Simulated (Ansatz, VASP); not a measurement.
Al: VASP beside Ansatz

File INCAR:

```
ALGO = Normal ; EDIFF = 1E-8
ENCUT = 520 ; GGA = CA
ISIF = 2 ; ISMEAR = -1
LASPH = T ; LCHARG = F
LEFG = T ; LREAL = F
LWAVE = F ; NBANDS = 8
NELM = 60 ; PREC = Accurate
SIGMA = 0.03
```

File KPOINTS:

```
k-points
0
Gamma
  17 17 17
```

POSCAR

```
Al
1.0
    0.0000000000      2.0239800000      1.9835004000
    2.0239800000      0.0000000000      1.9835004000
    2.0239800000      2.0239800000      0.0000000000
Al
1
Direct
    0.0000000000      0.0000000000      0.0000000000
```

Input for Ansatz:

```yaml
crystal:
  lattice:
    - [0.0, 2.02398, 1.9835004]
    - [2.02398, 0.0, 1.9835004]
    - [2.02398, 2.02398, 0.0]
  atoms:
    - { symbol: Al, position: [0.0, 0.0, 0.0] }
kpoints:
  mp_grid: { grid: [17, 17, 17] }
scf:
  occupations: { method: fermi_dirac, width: 0.03 }
hamiltonian:
  xc: lda
  pseudopotentials: { kind: paw }
output:
  forces: true
  stress: true
  eigenvalues: true
  efg: { contact_densities: true }
```

Change from the starting cell: zz strain of -2 %, PAW files.

Alike in both runs: task electric field gradients; functional LDA; k mesh 17 × 17 × 17; occupations fermi-dirac, width 0.03 eV; no spin polarisation.

|  | VASP | Ansatz |
| --- | --- | --- |
| version | VASP 6.6.1 | Ansatz 0.2.0 |
| potentials or method | VASP PAW LDA potentials, release 64 (Al) | PAW with Ansatz's default frozen-core files, scalar-relativistic |
| plane-wave cutoff (eV) | 520 | 420 |
| valence electrons in the cell | 3 | 3 |

Ansatz gave:

```
pressure (GPa)                                                 : -2.2
largest component of the traceless stress (GPa)                : 1.07
Vzz of the field gradient on the site that differs most (V/Å²) : -1.4
```

**Question.** Which values does VASP return?

**Answer.** Pressure (GPa): -2.1; largest component of the traceless stress (GPa): 1.08; Vzz of the field gradient on the site that differs most (V/Å²): -1.5.
